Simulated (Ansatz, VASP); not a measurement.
# BN in VASP and in Ansatz

```
CELL_PARAMETERS angstrom
2.49824 0.00000 0.00000
-1.24912 2.16354 0.00000
0.00000 0.00000 6.63570
ATOMIC_POSITIONS crystal
B 0.33333 0.66667 0.25000
B 0.66667 0.33333 0.75000
N 0.33333 0.66667 0.75000
N 0.66667 0.33333 0.25000
```

Alike in both runs: task single point; functional RPBE; k mesh 8 × 8 × 3; no spin polarisation.

```csv
,VASP,Ansatz
version,VASP 6.6.1,Ansatz 0.2.0
potentials or method,"VASP PAW PBE potentials, release 64 (B, N)","plane waves, PAW"
plane-wave cutoff (eV),520,517
occupations,"gaussian, width 0.01 eV",fixed
valence electrons in the cell,16,16
```

Ansatz gave:

```
pressure (GPa)                                  : 9.0
largest component of the traceless stress (GPa) : 3.91
```

Task: Which values does VASP return?

Result: Pressure (GPa): 9.1; largest component of the traceless stress (GPa): 4.11.

Ansatz warned: «stress_scf_threshold_loose».

Caveats: the PAW data sets were made with another functional, which shifts forces and pressure a little (VASP); this functional lacks dispersion, which binds the layers, so the pressure and a relaxed spacing across them are unreliable. A k mesh can miss the band edges.
